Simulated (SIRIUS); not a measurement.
# Ag in SIRIUS: convergence with gk cutoff

The system is Ag.

```
CELL_PARAMETERS angstrom
2.93000 0.00000 0.00000
-1.46500 2.53745 0.00000
0.00000 0.00000 4.79000
ATOMIC_POSITIONS crystal
Ag 0.66667 0.33333 0.75000
Ag 0.33333 0.66667 0.25000
```

This isn't the form of Ag at room conditions, which is fcc.

* Program: SIRIUS 7.12.0
* Task: convergence study
* Functional: PBE
* Potentials or basis: all-electron FP-LAPW
* Cutoff: 50 eV
* Basis: apw+lo standard
* k mesh: 10 × 10 × 6
* Occupations: fermi-dirac, width 0.05 eV
* Spin: no spin polarisation

These are the settings of the first run; the series varies gk cutoff, with any setting tied to it.

Hardware: 1 thread of Arm Neoverse V1, on a shared host.

```csv
gk cutoff,"energy less the tightest run, at zero smearing (meV/atom)",SCF cycles,CPU time (s),peak memory (GiB)
1.91 1/bohr,4986.75,8,29,0.36
2.25 1/bohr,1903.24,8,32,0.37
2.6 1/bohr,626.06,8,35,0.38
2.94 1/bohr,191.42,8,38,0.4
3.29 1/bohr,47.61,8,45,0.42
3.64 1/bohr,9.83,8,62,0.49
3.98 1/bohr,0.00,8,91,0.6
```

Not settled before the last step: the energy (to 1 meV/atom). The tightest run that finished is the yardstick and may itself not be fully converged.
